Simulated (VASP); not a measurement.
# WC (P-6m2) in VASP: further runs

The runs below take WC through single point, with r2SCAN.

All numbers are computed with VASP 6.6.1; they aren't measurements. Logs are shortened: lines on timing, memory, paths and dates and some standing lists are left out, and cuts for length are marked.

### Step 1. The crystal as given

Symmetry: P-6m2, No. 187, hexagonal system. The conventional cell has a = 2.901 Å, b = 2.901 Å, c = 2.829 Å, α = 90.00°, β = 90.00°, γ = 120.00°. Around W (site symmetry -6m2) lie 6 C at 2.19 Å. C (site symmetry -6m2) is surrounded by 6 W at 2.19 Å.

### Step 2. Single point, r2SCAN

Contents of POSCAR:

```
WC
1.0
    2.9005014360      0.0000000000      0.0000000000
   -1.4502507180      2.5119079273      0.0000000000
    0.0000000000      0.0000000000      2.8290000000
W C
1 1
Direct
    0.0000000000      0.0000000000      0.0000000000
    0.6666666667      0.3333333333      0.5000000000
```

Contents of INCAR.step1:

```
SYSTEM = WC
PREC = Accurate
ENCUT = 520
ISMEAR = 0
SIGMA = 0.15
LREAL = .FALSE.
LASPH = .TRUE.
NELM = 100
NBANDS = 16
GGA = PE
ALGO = Normal
EDIFF = 1E-4
LWAVE = .TRUE.
LCHARG = .FALSE.
```

Contents of INCAR.step2:

```
SYSTEM = WC
PREC = Accurate
ENCUT = 520
EDIFF = 1E-6
ISMEAR = 0
SIGMA = 0.15
LREAL = .FALSE.
LASPH = .TRUE.
NELM = 100
ALGO = Normal
ISIF = 2
LWAVE = .FALSE.
LCHARG = .FALSE.
METAGGA = R2SCAN
LMIXTAU = .TRUE.
NBANDS = 16
ISTART = 1
```

Contents of KPOINTS:

```
Automatic mesh
0
G
  21 21 18
  0 0 0
```

Potentials or basis: VASP PAW PBE potentials, release 64 (W_sv, C).

Started as:

```sh
cat potpaw_PBE.64/W_sv/POTCAR potpaw_PBE.64/C/POTCAR > POTCAR
cp INCAR.step1 INCAR
mpirun -np 1 vasp_std > vasp.out
cp INCAR.step2 INCAR
mpirun -np 1 vasp_std > vasp.out
```

OUTCAR:

```text
SYSTEM = WC
   PREC = Accurate
   ENCUT = 520
   EDIFF = 1E-6
   ISMEAR = 0
   LREAL = .FALSE.
   LASPH = .TRUE.
   NELM = 100
   ISIF = 2
   METAGGA = R2SCAN
   ISTART = 1

 ion  position               nearest neighbor table
   1  0.000  0.000  0.000-   2 2.19   2 2.19   2 2.19   2 2.19   2 2.19   2 2.19
   2  0.667  0.333  0.500-   1 2.19   1 2.19   1 2.19   1 2.19   1 2.19   1 2.19

  LATTYP: Found a hexagonal cell.
 ALAT       =     2.9005014360
 C/A-ratio  =     0.9753485949

  Lattice vectors:

 A1 = (   2.9005014360,   0.0000000000,   0.0000000000)
 A2 = (  -1.4502507180,   2.5119079273,   0.0000000000)
 A3 = (   0.0000000000,   0.0000000000,   2.8290000000)

Analysis of symmetry for initial positions (statically):
=====================================================================
 Subroutine PRICEL returns:
 Original cell was already a primitive cell.

 Routine SETGRP: Setting up the symmetry group for a
 hexagonal supercell.

 Subroutine GETGRP returns: Found 12 space group operations
 (whereof 12 operations were pure point group operations)
 out of a pool of 24 trial point group operations.

The static configuration has the point symmetry D_3h.

Analysis of symmetry for dynamics (positions and initial velocities):
=====================================================================
 Subroutine PRICEL returns:
 Original cell was already a primitive cell.

 Routine SETGRP: Setting up the symmetry group for a
 hexagonal supercell.

 Subroutine GETGRP returns: Found 12 space group operations
 (whereof 12 operations were pure point group operations)
 out of a pool of 24 trial point group operations.

The dynamic configuration has the point symmetry D_3h.

 Subroutine INISYM returns: Found 12 space group operations
 (whereof 12 operations are pure point group operations),
 and found     1 'primitive' translations

----------------------------------------------------------------------------------------

                                     Primitive cell

  volume of cell :      20.6115

  direct lattice vectors                    reciprocal lattice vectors
     2.900501436  0.000000000  0.000000000     0.344767973  0.199051882  0.000000000
    -1.450250718  2.511907927  0.000000000     0.000000000  0.398103764  0.000000000
     0.000000000  0.000000000  2.829000000     0.000000000  0.000000000  0.353481796

  length of vectors
     2.900501436  2.900501436  2.829000000     0.398103764  0.398103764  0.353481796

  position of ions in fractional coordinates (direct lattice)
     0.000000000  0.000000000  0.000000000
     0.666666667  0.333333333  0.500000000

[... 80 lines left out ...]
   IBRION =     -1    ionic relax: 0-MD 1-quasi-New 2-CG
   NFREE  =      0    steps in history (QN), initial steepest desc. (CG)
   ISIF   =      2    stress and relaxation
   ISYM   =      2    0-nonsym 1-usesym 2-fastsym
   POTIM  = 0.5000    time-step for ionic-motion
   TEBEG  =    0.0;   TEEND  =   0.0 temperature during run
   PSTRESS=    0.0 pullay stress
   NELECT =      18.0000    total number of electrons
   NUPDOWN=      -1.0000    fix difference up-down
   EMIN   =  10.00;   EMAX   =-10.00  energy-range for DOS
   EFERMI =   0.00;   METHOD = LEGACY
   ISMEAR =     0;   SIGMA  =   0.15  broadening in eV -4-tet -1-fermi 0-gaus
   EFERMI_NEDOS =   21; number of points for ismear=-14 and -15
   IALGO  =     38    algorithm
   IMIX   =      4    mixing-type and parameters
     AMIX     =   0.40;   BMIX     =  1.00
     AMIX_MAG =   1.60;   BMIX_MAG =  1.00
  volume/ion in A,a.u.               =      10.31        69.55
  Fermi-wavevector in a.u.,A,eV,Ry     =   1.564813  2.957068 33.315762  2.448639
  Thomas-Fermi vector in A             =   2.667381
   LORBIT       =      0    0 simple, 1 ext, 2 COOP (PROOUT), +10 PAW based schemes
   METAGGA = R2SCAN    functional components
   LHFCALC =     F    Hartree Fock is set to
   AEXX    =    0.0000 exact exchange contribution
   IVDW    =     0    specifies the selected vdW correction
   LEPSILON=     F    determine dielectric tensor
   LRPA    =     F    only Hartree local field effects (RPA)
 non-spin polarized calculation
 Gauss-broadening in eV      SIGMA  =   0.15
  energy-cutoff  :      520.00
  volume of cell :       20.61
 maximum number of plane-waves:       580
 NGX is ok and might be reduce to    24
   NGX = 11   NGY = 11   NGZ = 11

 number of electron      18.0000001 magnetization

 Free energy of the ion-electron system (eV)
  ---------------------------------------------------
  ext. energy  EPLUGINS =         0.00000000
  ---------------------------------------------------
  free energy    TOTEN  =       -61.60813521 eV

  energy without entropy =      -61.60491933  energy(sigma->0) =      -61.60652727

 E-fermi :  11.0600     XC(G=0): -15.0138

 val. band max:       11.0377122195   @ k =   0.0952   0.0476   0.4444
 cond. band min:      11.0730412542   @ k =   0.0476   0.0476   0.3333
 fundamental gap:      0.0353290347
 Fermi energy:        11.0599688603

 k-point     1 :       0.0000    0.0000    0.0000
  band No.  band energies     occupation
      1     -64.8705      2.00000
      2     -28.1759      2.00000
      3     -28.0678      2.00000
      4     -28.0678      2.00000
      5      -4.2344      2.00000
      6       6.5284      2.00000
[... 433 lines left out ...]
      3     -28.1923      2.00000
      4     -28.1144      2.00000
      5      -2.6991      2.00000
      6       5.2931      2.00000
[... 8 lines left out ...]
     15      26.0411      0.00000
     16      30.3250      0.00000

 [... further k-points ...]

------------------------ aborting loop because EDIFF is reached ----------------------------------------

  FORCE on cell =-STRESS in cart. coord.  units (eV):
  Direction    XX          YY          ZZ          XY          YZ          ZX
  --------------------------------------------------------------------------------------
  -------------------------------------------------------------------------------------
  Total        0.8245210      0.8245210      0.7773215      0.0000000      0.0000000      0.0000000
  in kB       64.0918121     64.0918121     60.4228916      0.0000000      0.0000000      0.0000000
  external PRESSURE =      62.8688386 kB  Pullay stress =       0.0000000 kB

 VOLUME and BASIS-vectors are now :
 -----------------------------------------------------------------------------
  energy-cutoff  :      520.00
  volume of cell :       20.61
      direct lattice vectors                 reciprocal lattice vectors
     2.900501436  0.000000000  0.000000000     0.344767973  0.199051882  0.000000000
    -1.450250718  2.511907927  0.000000000     0.000000000  0.398103764  0.000000000
     0.000000000  0.000000000  2.829000000     0.000000000  0.000000000  0.353481796

 POSITION                                       TOTAL-FORCE (eV/Angst)
 -----------------------------------------------------------------------------------
      0.00000      0.00000      0.00000        -0.000000      0.000000      0.000000
      1.45025      0.83730      1.41450         0.000000     -0.000000      0.000000
 -----------------------------------------------------------------------------------
    total drift:                               -0.000000      0.000000      0.000000

  FREE ENERGIE OF THE ION-ELECTRON SYSTEM (eV)
  ---------------------------------------------------
  free  energy   TOTEN  =       -61.6081352103 eV

  energy  without entropy=      -61.6049193335  energy(sigma->0) =      -61.60652727
```

OUTCAR.step1:

```text
SYSTEM = WC
   PREC = Accurate
   ENCUT = 520
   ISMEAR = 0
   LREAL = .FALSE.
   LASPH = .TRUE.
[... 680 lines left out ...]
      0.00000      0.00000      0.00000        -0.000000      0.000000      0.000000
      1.45025      0.83730      1.41450         0.000000     -0.000000      0.000000
 -----------------------------------------------------------------------------------
    total drift:                               -0.000000      0.000000      0.000000

  FREE ENERGIE OF THE ION-ELECTRON SYSTEM (eV)
  ---------------------------------------------------
  free  energy   TOTEN  =       -22.4358952838 eV

  energy  without entropy=      -22.4322549791  energy(sigma->0) =      -22.43407513
```

It took 2.2 min on 1 thread of Intel Xeon 6975P-C (Granite Rapids), shared host; peak memory 0.27 GiB.

Results:

```yaml
Free_energy: -61.6081 eV
Pressure: 6.3 GPa
Band_gap_on_the_k_mesh: none (metal or under the smearing width)
```

Caveat: the PAW data sets were made with another functional, which shifts forces and pressure a little. Spin-orbit coupling is left out, which matters for the levels of W.

### Step 3. Single point, r2SCAN

POSCAR is that of step 2.

INCAR.step1 is that of step 2.

INCAR.step2: that of step 2 with these lines changed.

```diff
@@ -12,5 +12,7 @@
 LWAVE = .FALSE.
-LCHARG = .FALSE.
+LCHARG = .TRUE.
 METAGGA = R2SCAN
 LMIXTAU = .TRUE.
+LELF = .TRUE.
+LVHAR = .TRUE.
 NBANDS = 16
```

Contents of KPOINTS:

```
Automatic mesh
0
G
  18 18 16
  0 0 0
```

Potentials or basis: VASP PAW PBE potentials, release 64 (W_sv, C).

Started as:

```sh
cat potpaw_PBE.64/W_sv/POTCAR potpaw_PBE.64/C/POTCAR > POTCAR
cp INCAR.step1 INCAR
mpirun -np 1 vasp_std > vasp.out
cp INCAR.step2 INCAR
mpirun -np 1 vasp_std > vasp.out
```

It took 93 s on 1 thread of Intel Xeon 6975P-C (Granite Rapids), shared host; peak memory 0.23 GiB.

It converged, with:

```
Free energy            : -61.6081 eV
Pressure               : 6.3 GPa
Band gap on the k mesh : none (metal or under the smearing width)
```

Stress tensor (GPa, compression positive):
```
6.34 0.00 0.00
0.00 6.34 0.00
0.00 0.00 6.17
```

Levels at points of the mesh, in eV from the Fermi level:
| k point | band 5 | band 6 | band 7 | band 8 | band 9 | band 10 | band 11 | band 12 | band 13 | band 14 |
| --- | --- | --- | --- | --- | --- | --- | --- | --- | --- | --- |
| (0.00, 0.00, 0.00) | -15.30 | -4.53 | -3.52 | -3.52 | 0.11 | 3.45 | 3.45 | 6.00 | 6.00 | 6.85 |
| (0.50, 0.00, 0.00) | -11.86 | -7.37 | -3.79 | -3.73 | -0.52 | 2.52 | 4.78 | 5.16 | 7.33 | 10.21 |
| (0.00, 0.00, 0.50) | -11.14 | -9.06 | -2.12 | -2.12 | -0.59 | -0.59 | 3.86 | 4.86 | 4.86 | 10.62 |
| (0.50, 0.00, 0.50) | -12.07 | -6.77 | -4.53 | -4.39 | 0.23 | 4.65 | 5.55 | 7.05 | 9.75 | 10.86 |

Caveat: the PAW data sets were made with another functional, which shifts forces and pressure a little. Spin-orbit coupling is left out, which matters for the levels of W.
